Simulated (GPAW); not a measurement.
Crystal: ZnSiP2.

```xyz
8
Lattice="-2.6867 2.6867 5.2300 2.6867 -2.6867 5.2300 2.6867 2.6867 -5.2300" Properties=species:S:1:pos:R:3 pbc="T T T"
Zn    0.0000    2.6867    2.6150
Zn    0.0000    0.0000    0.0000
P     1.3434   -1.2504    3.9225
P     1.3434    3.9371   -1.3075
P     1.2504    1.3434    6.5375
P     1.4363    1.3434    1.3075
Si    2.6867    0.0000    2.6150
Si    0.0000    0.0000    5.2300
```

The cell is a database's computed one.

Base run:

```yaml
Program: GPAW 26.7.0
Functional: PBE
Potentials_or_basis: GPAW PAW data sets (gpaw-data 1.2.1)
Cutoff: 600 eV
Basis: pw
k_mesh: 5 × 5 × 5
Occupations: fermi-dirac, width 0.05 eV
Spin: no spin polarisation
```

Its results: band gap on the k mesh 1.31 eV, direct; pressure 2.5 GPa; largest force 0.075 eV/Å.

**Question.** The run is repeated on the same cell with these changes: functional from PBE to LDA; potentials or basis from GPAW PAW data sets (gpaw-data 1.2.1) to the program's PAW data sets (release 1.2.1) made for this functional. What comes out?

**Answer.** Band gap on the k mesh 1.19 eV, direct; pressure -2.7 GPa; largest force 0.265 eV/Å.

Not every run made on this cell is shown here.
